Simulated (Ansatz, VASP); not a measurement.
Two plane-wave programs on TaN

```
CELL_PARAMETERS angstrom
0.00000 2.17900 2.07005
2.17900 0.00000 2.07005
2.17900 2.17900 0.00000
ATOMIC_POSITIONS crystal
Ta 0.50000 0.50000 0.50000
N 0.00000 0.00000 0.00000
```

Change from the starting cell: strain +0.000 along x and y, -0.050 along z, atoms carried along.

Alike in both runs: task single point; functional PBEsol; k mesh 18 × 18 × 18; occupations gaussian, width 0.15 eV; no spin polarisation.

```csv
,VASP,Ansatz
version,VASP 6.6.1,Ansatz 0.2.0
potentials or method,"VASP PAW PBE potentials, release 64 (Ta_pv, N)","scalar-relativistic, plane waves, PAW"
plane-wave cutoff (eV),520,420
valence electrons in the cell,16,18
```

|  | VASP | Ansatz | Ansatz less VASP |
| --- | --- | --- | --- |
| gap on the k mesh at the Fermi level (eV) | none | none | - |
| pressure (GPa) | 30.2 | 28.7 | -1.44 |
| largest component of the traceless stress (GPa) | 32.48 | 32.15 | -0.322 |

A gap of «none» marks a metal or a gap that the smearing closes. The functional is the same, so the differences come from potentials, cutoffs and numerics. The two sets of potentials don't hold the same shells in valence.

Caveats: so large a pressure means that the cell lies far from this level's equilibrium, or that cutoff or potentials fall short (VASP); the potentials were made for another functional, which shifts forces and pressure (VASP). The runs have no spin-orbit coupling, so splittings on Ta are missing.
